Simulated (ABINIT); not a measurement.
A run of ABINIT 10.8.3 (patched build):

The input run.abi:

```
# Datasets: ground state, then fixed potential
ndtset 2

# Pseudopotentials
pp_dirpath "./"
pseudos "Sn.GGA_PBE-JTH.xml"

# Structure
acell 3*1.0 Angstrom
rprim
    -1.8946518192     1.8946518192     1.8946518192
     1.8946518192    -1.8946518192     1.8946518192
     1.8946518192     1.8946518192    -1.8946518192
ntypat 1
znucl 50
natom 1
typat 1
xred
     0.0000000000     0.0000000000     0.0000000000

# Plane-wave basis
ecut 26.0
pawecutdg 48.0

# Exchange and correlation
ixc -497498
usekden 1
pawxcdev 0

# Bands and occupations
occopt 3
tsmear 0.05 eV

# SCF cycle
nstep 100

# Output
iomode 3
prtwf 0
prteig 0
prtebands 0
prtden1 1
prtkden1 1

# Dataset 1
kptopt1 1
ngkpt1 10 10 10
nshiftk1 1
shiftk1 0.0 0.0 0.0
nband1 11
tolvrs1 1.0e-7

# Dataset 2: bands along G-H-N-G-P-H
iscf2 -2
getden2 1
getkden2 1
nband2 17
nbdbuf2 4
tolwfr2 1.0e-11
kptopt2 -5
ndivsm2 6
prteig2 1
prtvol2 -3
kptbounds2
     0.0000000000     0.0000000000     0.0000000000
     0.5000000000    -0.5000000000     0.5000000000
     0.0000000000     0.0000000000     0.5000000000
     0.0000000000     0.0000000000     0.0000000000
     0.2500000000     0.2500000000     0.2500000000
     0.5000000000    -0.5000000000     0.5000000000
```

Potentials or basis: JTH PAW PBE v2.0.

Run with:

```sh
$ abinit run.abi > log 2>&1
```

Hardware: 1 thread of Arm Neoverse V2, on a shared host.

Question: Estimate the wall time of this run.

Answer: Wall time 83 s on 1 thread of Arm Neoverse V2, with other jobs on the host, peak memory 0.12 GiB. Counts: scf iterations 8, mpi ranks 1, k points 47, bands 11, plane waves 1176.
